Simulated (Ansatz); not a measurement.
Bi:

```
Bi
1.0
    -1.98143    1.98143    1.98143
     1.98143   -1.98143    1.98143
     1.98143    1.98143   -1.98143
Bi
1
Direct
  0.00000 0.00000 0.00000
```

This isn't the form of Bi at room conditions, which is rhombohedral.

* Program: Ansatz 0.2.0
* Task: relaxation of cell and atoms
* Functional: revPBE
* Potentials or basis: Ansatz PAW
* Cutoff: 420 eV (not typed: the program's choice for these potentials)
* k mesh: 9 × 9 × 9
* Occupations: fermi-dirac, width 0.05 eV
* Spin: no spin polarisation

At the start: volume 31.12 Å³/atom.

Q: How do energy, volume and symmetry change on relaxing?

A: It ends after 4 steps and the volume is 32.25 Å³/atom (+3.6 %); space group Im-3m (No. 229, to 0.05 Å).

The path:
```csv
step,energy change (eV),largest force (eV/Å),volume (Å³)
1,0.0000,0.0000,31.12
2,-0.0058,0.0000,32.46
3,-0.0061,0.0000,32.25
4,-0.0063,0.0000,32.25
```

Final structure:
```yaml
crystal:
  lattice:
    - [-2.00516, 2.00516, 2.00516]
    - [2.00516, -2.00516, 2.00516]
    - [2.00516, 2.00516, -2.00516]
  atoms:
    - { symbol: Bi, position: [0.00000, 0.00000, 0.00000] }
```

Caveat: the plane-wave basis is chosen anew once the cell has moved, so the energies of steps on either side of that aren't comparable; the PAW data sets come from PBE, with cores solved anew for the run's functional, which leaves a small shift of forces and pressure.
